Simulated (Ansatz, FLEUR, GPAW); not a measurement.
## Cu: programs and potentials compared

```
CELL_PARAMETERS angstrom
2.53410 0.00000 0.00000
-1.26705 2.19459 0.00000
0.00000 0.00000 23.22514
ATOMIC_POSITIONS crystal
Cu 0.33333 0.66667 0.32293
Cu 0.66667 0.33333 0.41146
Cu 0.33333 0.66667 0.50000
Cu 0.66667 0.33333 0.58854
Cu 0.33333 0.66667 0.67707
```

Alike in all runs: task single point; functional PBE; k mesh 12 × 12 × 1; occupations fermi-dirac, width 0.05 eV; no spin polarisation; no spin-orbit coupling.

```tsv
program and potentials	plane-wave cutoff (eV)	notes	band gap (eV)	largest force (eV/Å)
Ansatz, Ansatz PAW	420	19 valence electrons an atom on average	no gap	0.213
GPAW, GPAW PAW data sets (gpaw-data 1.2.1)	450	11 valence electrons an atom on average	no gap	0.279
FLEUR, all-electron, FLAPW	-	-	no gap	0.204
```

Force on atom 1 (Cu), eV/Å:

| program and potentials | x | y | z |
| --- | --- | --- | --- |
| Ansatz, Ansatz PAW | 0.000 | 0.000 | -0.213 |
| GPAW, GPAW PAW data sets (gpaw-data 1.2.1) | 0.000 | 0.000 | -0.279 |
| FLEUR, all-electron, FLAPW | 0.000 | 0.000 | -0.204 |

None finds a gap.

Differences between rows come from potentials, basis sets and numerical settings, since the functional is the same but for its coding. Runs on potential files found faulty are left out.
